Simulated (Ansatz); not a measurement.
AgCl, DFT, PBE, all-electron LAPW, scalar-relativistic (Ansatz 0.2.0), run on 1 thread of Arm Neoverse V2 on a shared host.

Structure from Materials Project entry mp-570858 (possibly hypothetical), not relaxed further. The listed cell was then made from it by scaling, straining or moving an atom.

Command: `ansatz run input.yaml --threads 1 --pin off --max-ram 6144MiB --backend cpu --events-out ev --progress --plain --runs-dir out`

```yaml
crystal:
  lattice:
    - [1.8334915089, -5.4454633311, 0.0]
    - [1.8334915089, 5.4454633311, 0.0]
    - [0.0, 0.0, 3.92403735]
  atoms:
    - { symbol: Ag, position: [0.3965554, 0.6034446, 0.75] }
    - { symbol: Ag, position: [0.6034446, 0.3965554, 0.25] }
    - { symbol: Cl, position: [0.86544873, 0.13455127, 0.25] }
    - { symbol: Cl, position: [0.13455127, 0.86544873, 0.75] }
kpoints:
  mp_grid: { grid: [9, 9, 8] }
  band_path:
    path:
      - [0.0, 0.0, 0.0]
      - [-0.5, 0.5, 0.0]
      - [-0.2783418463, 0.7216581537, 0.0]
      - [0.2783418463, 0.2783418463, 0.0]
      - [0.0, 0.0, 0.0]
      - [0.0, 0.0, 0.5]
      - [0.2783418463, 0.2783418463, 0.5]
      - [-0.2783418463, 0.7216581537, 0.5]
      - [-0.5, 0.5, 0.5]
    npoints: 5
scf:
  occupations: { method: fermi_dirac, width: 0.03 }
hamiltonian:
  xc: pbe
  pseudopotentials: { kind: all_electron, lapw: { basis_error: 0.001 } }
output:
  forces: true
  stress: true
  eigenvalues: true
```

(1) How large is the problem that the program sets up?

(2) Estimate the wall time and the peak memory.

Results:

(1) 125 irreducible k-points, 601 plane waves at Γ, 41 bands.

(2) 79 s of wall time for 9 SCF iterations, with a peak of 0.81 GiB. Times on shared machines scatter by tens of per cent.
